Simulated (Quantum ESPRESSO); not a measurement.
# Ge: phonons at M under several settings

```
Ge
1.0
     2.71047    0.00000    0.00000
     0.00000    2.71047    0.00000
     0.00000    0.00000    2.71047
Ge
1
Direct
  0.00000 0.00000 0.00000
```

The cell was built by a generator and needn't be a form met in nature.

All runs used Quantum ESPRESSO 7.5; k mesh 8 × 8 × 8; relaxed cell; no spin polarisation; cutoff 612 eV; occupations cold, width 0.2 eV.

```tsv
level	potentials	volume (Å³/atom)	pressure (GPa)	frequencies (cm⁻¹)
LDA	GBRV 1.5 LDA	?	0.0	?
PBE	GBRV 1.5 PBE	20.15	0.0	49 171 171
PBEsol	GBRV 1.5 PBEsol	19.19	0.0	45 179 179
PW91	GBRV 1.5 PBE	20.19	0.0	23i 161 161
BLYP	GBRV 1.5 PBE	22.03	-0.1	104 166 166
AM05	GBRV 1.5 PBE	19.06	0.0	41 180 180
vdW-DF-cx	GBRV 1.5 PBE	19.25	0.0	97 201 201
```

**Question.** What stands in the row left open?

**Answer.** Volume 18.71 Å³/atom; frequencies 59 184 184 cm⁻¹.

Values marked i are imaginary: the cell is unstable against those modes at that level, or the meshes are too thin.

Caveats: the mesh is thin for the phonons of a metal; the potentials were made for another functional, which shifts forces and pressure (some runs); some modes are imaginary (some runs).

For the row left open. Caveat: the mesh is thin for the phonons of a metal.
